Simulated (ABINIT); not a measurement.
# GaAs (F-43m) in ABINIT: a series of runs

One crystal, GaAs, is run at these levels: revPBE+D3, LDA, PBE, HCTH407, PBEsol; tasks: equation of state, band structure.

All numbers are computed with ABINIT 10.8.3 (patched build); they aren't measurements. Logs are shortened: lines on timing, memory, paths and dates and some standing lists are left out, and cuts for length are marked. The log counts tension as positive stress, the text compression.

**Experimental background.**

“Evidence of valence band perturbations in GaAsN/GaAs(001): A combined variable-angle spectroscopic ellipsometry and modulated photoreflectance investigation”, 2008, arxiv:0805.2212 reports, for a bulk crystal of GaAs at 300 K: band gap 1.412 ± 0.01 eV (direct).

The results are compared with them further down.

**1. The structure**

It takes space group F-43m (No. 216, cubic). Conventional cell: a = 5.654 Å, b = 5.654 Å, c = 5.654 Å, α = 90.00°, β = 90.00°, γ = 90.00°. As (site symmetry -43m) is surrounded by 4 Ga at 2.45 Å. Around Ga (site symmetry -43m) lie 4 As at 2.45 Å.

**2. Equation of state, revPBE+D3**

Input file run.abi:

```
ndtset 7
getwfk -1
scalecart1 3*0.9795861087
scalecart2 3*0.9864848297
scalecart3 3*0.9932883884
scalecart4 3*1.0000000000
scalecart5 3*1.0066227096
scalecart6 3*1.0131594038
scalecart7 3*1.0196128224

pp_dirpath "./"
pseudos "As.GGA_PBE-JTH.xml, Ga.GGA_PBE-JTH.xml"

acell 7.55468967 7.55468967 7.55468967
rprim
     0.0000000000     0.7071067812     0.7071067812
     0.7071067812     0.0000000000     0.7071067812
     0.7071067812     0.7071067812     0.0000000000
ntypat 2
znucl 33 31
natom 2
typat 1 2
xred
     0.7500000000     0.7500000000     0.7500000000
     0.0000000000     0.0000000000     0.0000000000

ecut 17.0
pawecutdg 34.0

kptopt 1
ngkpt 8 8 8
nshiftk 1
shiftk 0.0 0.0 0.0

ixc 14
vdw_xc 6

nband 18
occopt 3
tsmear 0.05 eV

nstep 100
tolvrs 1.0e-9

iomode 3
prtwf 1
prtden 0
prteig 0
prtebands 0
enunit 2
```

Potentials or basis: JTH PAW PBE v2.0.

Run with:

```
abinit run.abi > log 2>&1
```

run.abo:

```text
.Version 10.8.3 of ABINIT
 DATASET    1 : space group F-4 3 m (#216); Bravais cF (face-center cubic)
================================================================================
 Values of the parameters that define the memory need for DATASET  1.
     intxc =       0    ionmov =       0      iscf =      17    lmnmax =      18
     lnmax =       6     mgfft =      30  mpssoang =       3    mqgrid =    3001
     natom =       2  nloc_mem =       2    nspden =       1   nspinor =       1
    nsppol =       1      nsym =      24    n1xccc =       1    ntypat =       2
    occopt =       3   xclevel =       2
       mpw =         982          nfft =       27000          nkpt =          29
 PAW method is used; the additional fine FFT grid is defined by:
   mgfftf=        40    nfftf =     64000
================================================================================
================================================================================
[... 71 lines left out ...]
 DATASET    7 : space group F-4 3 m (#216); Bravais cF (face-center cubic)
================================================================================
 Values of the parameters that define the memory need for DATASET  7.
     intxc =       0    ionmov =       0      iscf =      17    lmnmax =      18
     lnmax =       6     mgfft =      30  mpssoang =       3    mqgrid =    3001
     natom =       2  nloc_mem =       2    nspden =       1   nspinor =       1
    nsppol =       1      nsym =      24    n1xccc =       1    ntypat =       2
    occopt =       3   xclevel =       2
       mpw =        1101          nfft =       27000          nkpt =          29
 PAW method is used; the additional fine FFT grid is defined by:
   mgfftf=        45    nfftf =     91125
================================================================================
================================================================================

--------------------------------------------------------------------------------
------------- Echo of variables that govern the present computation ------------
--------------------------------------------------------------------------------
 -outvars: echo values of preprocessed input variables --------
            acell      7.5546896700E+00  7.5546896700E+00  7.5546896700E+00 Bohr
              amu      7.49215900E+01  6.97230000E+01
             ecut      1.70000000E+01 Hartree
           enunit           2
           getwfk          -1
              ixc          14
           jdtset        1    2    3    4    5    6    7
         kptrlatt        8    0    0      0    8    0      0    0    8
          kptrlen1     5.92037525E+01
          kptrlen2     5.96206940E+01
          kptrlen3     6.00318842E+01
          kptrlen4     6.04375174E+01
          kptrlen5     6.08377775E+01
          kptrlen6     6.12328391E+01
          kptrlen7     6.16228677E+01
            natom           2
            nband          18
           ndtset           7
            ngfft          30      30      30
          ngfftdg1         40      40      40
          ngfftdg2         40      40      40
          ngfftdg3         40      40      40
          ngfftdg4         40      40      40
          ngfftdg5         40      40      40
          ngfftdg6         45      45      45
          ngfftdg7         45      45      45
             nkpt          29
            nstep         100
             nsym          24
           ntypat           2
           occopt           3
        pawecutdg      3.40000000E+01 Hartree
         pawxcdev           0
           prtden           0
        prtebands           0
           prteig           0
            rprim1     0.0000000000E+00  6.9267198023E-01  6.9267198023E-01
                       6.9267198023E-01  0.0000000000E+00  6.9267198023E-01
                       6.9267198023E-01  6.9267198023E-01  0.0000000000E+00
            rprim2     0.0000000000E+00  6.9755011263E-01  6.9755011263E-01
                       6.9755011263E-01  0.0000000000E+00  6.9755011263E-01
                       6.9755011263E-01  6.9755011263E-01  0.0000000000E+00
            rprim3     0.0000000000E+00  7.0236095512E-01  7.0236095512E-01
                       7.0236095512E-01  0.0000000000E+00  7.0236095512E-01
                       7.0236095512E-01  7.0236095512E-01  0.0000000000E+00
            rprim4     0.0000000000E+00  7.0710678120E-01  7.0710678120E-01
                       7.0710678120E-01  0.0000000000E+00  7.0710678120E-01
                       7.0710678120E-01  7.0710678120E-01  0.0000000000E+00
            rprim5     0.0000000000E+00  7.1178974407E-01  7.1178974407E-01
                       7.1178974407E-01  0.0000000000E+00  7.1178974407E-01
                       7.1178974407E-01  7.1178974407E-01  0.0000000000E+00
            rprim6     0.0000000000E+00  7.1641188486E-01  7.1641188486E-01
                       7.1641188486E-01  0.0000000000E+00  7.1641188486E-01
                       7.1641188486E-01  7.1641188486E-01  0.0000000000E+00
            rprim7     0.0000000000E+00  7.2097514092E-01  7.2097514092E-01
                       7.2097514092E-01  0.0000000000E+00  7.2097514092E-01
                       7.2097514092E-01  7.2097514092E-01  0.0000000000E+00
          spgroup         216
           tolvrs      1.00000000E-09
           tsmear      1.83746611E-03 Hartree
            typat      1  2
           useylm           1
           vdw_xc           6
           xangst1     4.1537144843E+00  4.1537144843E+00  4.1537144843E+00
                       0.0000000000E+00  0.0000000000E+00  0.0000000000E+00
           xangst2     4.1829669585E+00  4.1829669585E+00  4.1829669585E+00
                       0.0000000000E+00  0.0000000000E+00  0.0000000000E+00
           xangst3     4.2118159184E+00  4.2118159184E+00  4.2118159184E+00
                       0.0000000000E+00  0.0000000000E+00  0.0000000000E+00
           xangst4     4.2402749972E+00  4.2402749972E+00  4.2402749972E+00
                       0.0000000000E+00  0.0000000000E+00  0.0000000000E+00
           xangst5     4.2683571071E+00  4.2683571071E+00  4.2683571071E+00
                       0.0000000000E+00  0.0000000000E+00  0.0000000000E+00
           xangst6     4.2960744881E+00  4.2960744881E+00  4.2960744881E+00
                       0.0000000000E+00  0.0000000000E+00  0.0000000000E+00
           xangst7     4.3234387577E+00  4.3234387577E+00  4.3234387577E+00
                       0.0000000000E+00  0.0000000000E+00  0.0000000000E+00
            xcart1     7.8493827806E+00  7.8493827806E+00  7.8493827806E+00
                       0.0000000000E+00  0.0000000000E+00  0.0000000000E+00
            xcart2     7.9046619453E+00  7.9046619453E+00  7.9046619453E+00
                       0.0000000000E+00  0.0000000000E+00  0.0000000000E+00
            xcart3     7.9591785784E+00  7.9591785784E+00  7.9591785784E+00
                       0.0000000000E+00  0.0000000000E+00  0.0000000000E+00
            xcart4     8.0129584433E+00  8.0129584433E+00  8.0129584433E+00
                       0.0000000000E+00  0.0000000000E+00  0.0000000000E+00
            xcart5     8.0660259401E+00  8.0660259401E+00  8.0660259401E+00
                       0.0000000000E+00  0.0000000000E+00  0.0000000000E+00
            xcart6     8.1184041991E+00  8.1184041991E+00  8.1184041991E+00
                       0.0000000000E+00  0.0000000000E+00  0.0000000000E+00
            xcart7     8.1701151741E+00  8.1701151741E+00  8.1701151741E+00
                       0.0000000000E+00  0.0000000000E+00  0.0000000000E+00
             xred      7.5000000000E-01  7.5000000000E-01  7.5000000000E-01
                       0.0000000000E+00  0.0000000000E+00  0.0000000000E+00
            znucl       33.00000   31.00000

================================================================================

 chkinp: Checking input parameters for consistency, jdtset=   1.

 chkinp: Checking input parameters for consistency, jdtset=   2.
[... 40 lines left out ...]
 getcut: wavevector=  0.0000  0.0000  0.0000  ngfft=  40  40  40
         ecut(hartree)=     34.000   => boxcut(ratio)=   2.05919

--- Pseudopotential description ------------------------------------------------
- pspini: atom type   1  psp file is ./As.GGA_PBE-JTH.xml
 Pseudopotential format is: paw10
 basis_size (lnmax)=  6 (lmn_size= 18), orbitals=   0   0   1   1   2   2
 Spheres core radius: rc_sph= 2.10391912
 Shapefunction is BESSEL type: shapef(r,l)=aa(1,l)*jl(q(1,l)*r)+aa(2,l)*jl(q(2,l)*r)
 Radius for shape functions =  1.70360438
 Compensation charge density is not taken into account in XC energy/potential

- pspini: atom type   2  psp file is ./Ga.GGA_PBE-JTH.xml
 Pseudopotential format is: paw10
 basis_size (lnmax)=  6 (lmn_size= 18), orbitals=   0   0   1   1   2   2
 Spheres core radius: rc_sph= 2.10359248
 Shapefunction is BESSEL type: shapef(r,l)=aa(1,l)*jl(q(1,l)*r)+aa(2,l)*jl(q(2,l)*r)
 Radius for shape functions =  1.80829011
 Compensation charge density is not taken into account in XC energy/potential

   1.31748582E+03                                ecore*ucvol(ha*bohr**3)
--------------------------------------------------------------------------------

================================================================================

--- !BeginCycle
iteration_state: {dtset: 1, }
solver: {iscf: 17, nstep: 100, nline: 4, wfoptalg: 10, }
tolerances: {tolvrs: 1.00E-09, }
...
[... 1319 lines left out ...]
-Cartesian components of stress tensor (GPa)         [Pressure= -2.0824E+00 GPa]
- sigma(1 1)=  2.08239723E+00  sigma(3 2)=  0.00000000E+00
- sigma(2 2)=  2.08239723E+00  sigma(3 1)=  0.00000000E+00
- sigma(3 3)=  2.08239723E+00  sigma(2 1)=  0.00000000E+00

== END DATASET(S) ==============================================================
================================================================================

 -outvars: echo values of variables after computation  --------
            acell      7.5546896700E+00  7.5546896700E+00  7.5546896700E+00 Bohr
           etotal1    -1.9288773291E+02
           etotal2    -1.9288900332E+02
           etotal3    -1.9288989024E+02
           etotal4    -1.9289043155E+02
           etotal5    -1.9289066340E+02
           etotal6    -1.9289062461E+02
           etotal7    -1.9289033226E+02
            fcart1    -1.6079957923E-30 -1.6079957923E-30  4.8239873770E-30
                       1.6079957923E-30  1.6079957923E-30 -4.8239873770E-30
            fcart2     6.3870027945E-30  6.3870027945E-30 -1.9161008383E-29
                      -6.3870027945E-30 -6.3870027945E-30  1.9161008383E-29
            fcart3     6.3432548267E-30  6.3432548267E-30 -1.9029764480E-29
                      -6.3432548267E-30 -6.3432548267E-30  1.9029764480E-29
            fcart4    -0.0000000000E+00 -0.0000000000E+00 -0.0000000000E+00
                      -0.0000000000E+00 -0.0000000000E+00 -0.0000000000E+00
            fcart5    -0.0000000000E+00 -0.0000000000E+00 -0.0000000000E+00
                      -0.0000000000E+00 -0.0000000000E+00 -0.0000000000E+00
[... 38 lines left out ...]
                       0.0000000000E+00  0.0000000000E+00  0.0000000000E+00
           xangst1     4.1537144843E+00  4.1537144843E+00  4.1537144843E+00
                       0.0000000000E+00  0.0000000000E+00  0.0000000000E+00
           xangst2     4.1829669585E+00  4.1829669585E+00  4.1829669585E+00
                       0.0000000000E+00  0.0000000000E+00  0.0000000000E+00
           xangst3     4.2118159184E+00  4.2118159184E+00  4.2118159184E+00
                       0.0000000000E+00  0.0000000000E+00  0.0000000000E+00
           xangst4     4.2402749972E+00  4.2402749972E+00  4.2402749972E+00
                       0.0000000000E+00  0.0000000000E+00  0.0000000000E+00
           xangst5     4.2683571071E+00  4.2683571071E+00  4.2683571071E+00
                       0.0000000000E+00  0.0000000000E+00  0.0000000000E+00
           xangst6     4.2960744881E+00  4.2960744881E+00  4.2960744881E+00
                       0.0000000000E+00  0.0000000000E+00  0.0000000000E+00
           xangst7     4.3234387577E+00  4.3234387577E+00  4.3234387577E+00
                       0.0000000000E+00  0.0000000000E+00  0.0000000000E+00
             xred      7.5000000000E-01  7.5000000000E-01  7.5000000000E-01
                       0.0000000000E+00  0.0000000000E+00  0.0000000000E+00
 Calculation completed.
```

Run time: 1.9 min. Hardware: 1 thread of Arm Neoverse V1, shared host; peak memory 0.14 GiB.

What came out:

| Item | Value |
| --- | --- |
| Equilibrium volume | 23.19 Å³/atom |
| Bulk modulus | 66 GPa |
| Pressure derivative of the bulk modulus | 4.6 |

Energy against volume, from the lowest point:
```csv
volume (Å³/atom),energy (meV/atom)
21.234,39.87
21.686,22.59
22.138,10.52
22.590,3.15
23.041,0.00
23.493,0.53
23.945,4.51
```

Caveat: pressures at fixed basis lie under the slope of the energies; the PAW data sets were made with another functional, which shifts forces and pressure a little. Zero-point motion and thermal expansion aren't in these numbers.

**3. Band structure, LDA**

Input file run.abi:

```
ndtset 2

pp_dirpath "./"
pseudos "As.LDA_PW-JTH.xml, Ga.LDA_PW-JTH.xml"

acell 7.55468967 7.55468967 7.55468967
rprim
     0.0000000000     0.7071067812     0.7071067812
     0.7071067812     0.0000000000     0.7071067812
     0.7071067812     0.7071067812     0.0000000000
ntypat 2
znucl 33 31
natom 2
typat 1 2
xred
     0.7500000000     0.7500000000     0.7500000000
     0.0000000000     0.0000000000     0.0000000000

ecut 17.0
pawecutdg 34.0

ixc 7

occopt 3
tsmear 0.05 eV

nstep 100

iomode 3
prtwf 0
prteig 0
prtebands 0
enunit 1
prtden1 1

kptopt1 1
ngkpt1 8 8 8
nshiftk1 1
shiftk1 0.0 0.0 0.0
nband1 18
tolvrs1 1.0e-9

iscf2 -2
getden2 1
nband2 22
nbdbuf2 2
tolwfr2 1.0e-12
kptopt2 -9
ndivsm2 5
prteig2 1
prtvol2 -3
kptbounds2
     0.0000000000     0.0000000000     0.0000000000
     0.5000000000     0.0000000000     0.5000000000
     0.5000000000     0.2500000000     0.7500000000
     0.3750000000     0.3750000000     0.7500000000
     0.0000000000     0.0000000000     0.0000000000
     0.5000000000     0.5000000000     0.5000000000
     0.6250000000     0.2500000000     0.6250000000
     0.5000000000     0.2500000000     0.7500000000
     0.5000000000     0.5000000000     0.5000000000
     0.3750000000     0.3750000000     0.7500000000
```

Potentials or basis: JTH PAW LDA v2.0.

Run with:

```
abinit run.abi > log 2>&1
```

Wall time 55 s (1 thread of Arm Neoverse V1, shared host); peak memory 0.11 GiB.

It converged, with:

| Item | Value |
| --- | --- |
| Free energy | -5264.2519 eV |
| Pressure | -2.0 GPa |
| Band gap on the k mesh | 0.28 eV, direct |
| Band gap along the path | 0.28 eV, direct |
| Valence electrons inside the program's atomic spheres | As 12.74; Ga 11.10 |

Levels at the corners of the path, in eV from the valence-band top:
```csv
point,band 11,band 12,band 13,band 14,band 15,band 16,band 17,band 18
Γ,-12.79,0.00,0.00,0.00,0.28,3.68,3.68,3.68
X,-10.29,-6.88,-2.68,-2.68,1.35,1.56,10.04,10.04
W,-10.24,-6.69,-3.56,-3.36,4.53,4.64,5.29,5.95
K,-10.33,-6.69,-3.88,-2.26,1.85,4.54,7.82,7.99
Γ,-12.79,0.00,0.00,0.00,0.28,3.68,3.68,3.68
L,-11.03,-6.69,-1.14,-1.14,0.84,4.60,4.60,7.57
U,-10.33,-6.69,-3.88,-2.26,1.85,4.54,7.82,7.99
W,-10.24,-6.69,-3.56,-3.36,4.53,4.64,5.29,5.95
L,-11.03,-6.69,-1.14,-1.14,0.84,4.60,4.60,7.57
K,-10.33,-6.69,-3.88,-2.26,1.85,4.54,7.82,7.99
```

**4. Band structure, PBE**

Edit run.abi of step 3 so:

```diff
@@ -3,9 +3,9 @@
 pp_dirpath "./"
-pseudos "As.LDA_PW-JTH.xml, Ga.LDA_PW-JTH.xml"
+pseudos "As_ONCV_PBE-1.2.upf, Ga_ONCV_PBE-1.2.upf"
 
-acell 7.55468967 7.55468967 7.55468967
+acell 3*1.0 Angstrom
 rprim
-     0.0000000000     0.7071067812     0.7071067812
-     0.7071067812     0.0000000000     0.7071067812
-     0.7071067812     0.7071067812     0.0000000000
+     0.0000000000     2.8268500000     2.8268500000
+     2.8268500000     0.0000000000     2.8268500000
+     2.8268500000     2.8268500000     0.0000000000
 ntypat 2
@@ -18,6 +18,5 @@
 
-ecut 17.0
-pawecutdg 34.0
+ecut 1142.878222 eV
 
-ixc 7
+ixc 11
 
@@ -32,3 +31,3 @@
 prtebands 0
-enunit 1
+enunit 2
 prtden1 1
@@ -39,4 +38,4 @@
 shiftk1 0.0 0.0 0.0
-nband1 18
-tolvrs1 1.0e-9
+nband1 13
+tolvrs1 1.0e-10
 
@@ -44,3 +43,3 @@
 getden2 1
-nband2 22
+nband2 17
 nbdbuf2 2
@@ -50,3 +49,2 @@
 prteig2 1
-prtvol2 -3
 kptbounds2
```

Potentials or basis: SG15 NC PBE v1.2.

Run with:

```
abinit run.abi > log 2>&1
```

Run time: 3 min. Hardware: 1 thread of Arm Neoverse V1, shared host; peak memory 0.17 GiB.

It converged, with:

| Quantity | Value |
| --- | --- |
| Free energy | -1959.5898 eV |
| Band gap on the k mesh | 0.51 eV, direct |
| Valence electrons inside the program's atomic spheres | As 2.44; Ga 10.82 |

Levels at the corners of the path, in eV from the valence-band top:
| point | band 6 | band 7 | band 8 | band 9 | band 10 | band 11 | band 12 | band 13 |
| --- | --- | --- | --- | --- | --- | --- | --- | --- |
| Γ | -12.71 | 0.00 | 0.00 | 0.00 | 0.51 | 3.74 | 3.74 | 3.74 |
| X | -10.22 | -6.81 | -2.67 | -2.67 | 1.46 | 1.65 | 10.17 | 10.17 |
| W | -10.16 | -6.62 | -3.53 | -3.34 | 4.62 | 4.72 | 5.41 | 6.05 |
| K | -10.25 | -6.62 | -3.85 | -2.25 | 1.96 | 4.63 | 7.96 | 8.07 |
| Γ | -12.71 | 0.00 | 0.00 | 0.00 | 0.51 | 3.74 | 3.74 | 3.74 |
| L | -10.95 | -6.63 | -1.14 | -1.14 | 1.00 | 4.64 | 4.64 | 7.76 |
| U | -10.25 | -6.62 | -3.85 | -2.25 | 1.96 | 4.63 | 7.96 | 8.07 |
| W | -10.16 | -6.62 | -3.53 | -3.34 | 4.62 | 4.72 | 5.41 | 6.05 |
| L | -10.95 | -6.63 | -1.14 | -1.14 | 1.00 | 4.64 | 4.64 | 7.76 |
| K | -10.25 | -6.62 | -3.85 | -2.25 | 1.96 | 4.63 | 7.96 | 8.07 |

Caveat: the cutoff is too short for stress, so the log's stress isn't used.

(Part 1 of 2 ends here.)
